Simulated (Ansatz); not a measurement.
Runs of Ansatz 0.2.0 on ZrC. Symmetry: Fm-3m, No. 225, cubic system. The conventional cell has a = 4.730 Å, b = 4.730 Å, c = 4.730 Å, α = 90.00°, β = 90.00°, γ = 90.00°. Zr (site symmetry m-3m) has 6 C at 2.37 Å as nearest neighbours. Around C (site symmetry m-3m) lie 6 Zr at 2.37 Å. 

```csv
task,level,spin,k mesh,cutoff (eV),atoms under strain,points for each segment of the path,gap on the mesh (eV),pressure (GPa),V0 of scaled cells (Å³/atom),B0 (GPa)
elastic constants,PBEsol,off,8 × 8 × 8,420,relaxed,-,none,-8.5,-,-
band structure,r2SCAN,off,10 × 10 × 10,500,-,14,none,-2.6,-,-
band structure,PBE,off,10 × 10 × 10,420,-,14,none,(a),-,-
band structure,PBEsol,"SOC, no magnetisation",10 × 10 × 10,420,-,14,none,-8.5,-,-
equation of state,LDA,off,10 × 10 × 10,420,-,-,-,-,12.50,247
equation of state,PBE,off,10 × 10 × 10,420,-,-,-,-,13.05,(b)
density of states,PBEsol,off,8 × 8 × 8,420,-,-,none,-8.5,-,-
band structure,LDA,off,10 × 10 × 10,420,-,14,none,-12.5,-,-
```

Alike in all rows: potentials or basis Ansatz PAW; cell as given; smearing fermi-dirac 0.05 eV.

**Question.** Fill in the values left out.

**Answer.** (a) -2.9; (b) 222.

Caveats: the PAW data sets come from PBE, with cores solved anew for the run's functional, which leaves a small shift of forces and pressure (some runs); the cell is more than 3 GPa from zero pressure, which shifts response properties (some runs); elastic constants of metals need much finer meshes, so these are rough (some runs).

A k mesh can miss the band edges, and rows without SOC leave out spin-orbit coupling on Zr.

A gap of «none» marks a metal or a gap under the smearing width.
